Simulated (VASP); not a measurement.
Runs of VASP 6.6.1 on TePb. Symmetry: Fm-3m, No. 225, cubic system. The conventional cell has a = 6.560 Å, b = 6.560 Å, c = 6.560 Å, α = 90.00°, β = 90.00°, γ = 90.00°. Te (site symmetry m-3m) is surrounded by 6 Pb at 3.28 Å. Pb (site symmetry m-3m) is surrounded by 6 Te at 3.28 Å. 

```tsv
task	level	potentials or basis	cell	k mesh	cutoff (eV)	mesh quality	gap on the mesh (eV)	pressure (GPa)
relaxation of the atoms	PBE	VASP PAW PBE potentials, release 64 (Te, Pb)	atoms relaxed from: a relaxed cell with its volume scaled by 0.98	4 × 4 × 4	300	not flagged	(c)	0.9
relaxation of the atoms	PBE	VASP PAW PBE potentials, release 64 (Te, Pb)	atoms relaxed	4 × 4 × 4	300	not flagged	0.83	0.0
relaxation of the atoms	PBE	VASP PAW PBE potentials, release 64 (Te, Pb)	atoms relaxed from: a relaxed cell with its volume scaled by 1.04	4 × 4 × 4	300	not flagged	(a)	-1.4
relaxation of the atoms	PBE	VASP PAW PBE potentials, release 64 (Te, Pb)	atoms relaxed from: a relaxed cell with its volume scaled by 1.02	4 × 4 × 4	300	not flagged	0.86	-0.7
relaxation of cell and atoms	PBE	VASP PAW PBE potentials, release 64 (Te, Pb)	relaxed	4 × 4 × 4	300	coarse	0.82	0.0
relaxation of cell and atoms	PBE	VASP PAW PBE potentials, release 64 (Te, Pb)	relaxed	4 × 4 × 4	300	not flagged	0.83	0.0
relaxation of the atoms	PBE	VASP PAW PBE potentials, release 64 (Te, Pb)	atoms relaxed from: a relaxed cell with its volume scaled by 0.94	4 × 4 × 4	300	coarse	0.70	2.9
relaxation of the atoms	PBE	VASP PAW PBE potentials, release 64 (Te, Pb)	atoms relaxed from: a relaxed cell with its volume scaled by 0.96	4 × 4 × 4	300	coarse	(b)	1.8
single point	PBEsol	VASP PAW PBE potentials, release 64 (Te, Pb_d)	Fm-3m, 33.73 Å³/atom	6 × 6 × 6	520	not flagged	0.67	-0.4
relaxation of the atoms	PBE	VASP PAW PBE potentials, release 64 (Te, Pb)	atoms relaxed from: a relaxed cell with its volume scaled by 1.06	4 × 4 × 4	300	not flagged	0.92	-2.0
```

Alike in all rows: no spin polarisation; smearing gaussian 0.03 eV.

Question: Fill in the values left out.

Answer: (a) 0.89; (b) 0.74; (c) 0.79.

Caveats: some runs use coarse meshes; spin-orbit coupling is left out, which as a rule narrows the gap of such compounds by several tenths of an eV; the relaxation stopped at its first step, so nothing moved (some runs); the PAW data sets were made with another functional, which shifts forces and pressure a little (some runs).

A k mesh can miss the band edges, and the runs leave out spin-orbit coupling on Pb, Te.

The runs don't all hold the same shells in valence.
